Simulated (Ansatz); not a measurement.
# SiO2: how the free axis answers a strain

SiO2, P4_32_12, a = 4.982 Å, c = 6.921 Å. This isn't the usual stable structure of the compound. Ansatz: r2SCAN, PAW, 500 eV, Γ-centred 6×6×4 mesh on 12 atoms, Gaussian smearing 0.02 eV; no spin polarisation. Series: biaxial strain in the a-b plane, c and atoms relaxed; x is the strain in per cent. y is the change of c in per cent of 6.921 Å.

```
x (%) y (%)
 -3.0  -0.91
 -1.5  -0.54
  0.0   0.00
  1.5   0.63
  3.0      ?
```

Question: Fit y = c1 x + c2 x² to the other rows, say what c1 measures, and predict the missing y.

Answer: Least squares on the rows shown. y = 0.3852 x + 0.02646 x². With no stress along c, c1 = −2C13/C33 = 0.385. The free axis grows with the strained one, which is unusual. At x = 3.0 the fit asked for gives 1.39 %. The run gave 1.29 %, so the fit is 0.10 % too high, 4.5 % of the span of the series, against an rms of 0.01 % on the fitted rows. The row lies outside the fitted range. With a term in x³ added, a fit to the same known rows (none to spare) predicts 1.27 %, so most of the miss is curvature that the known rows already hold.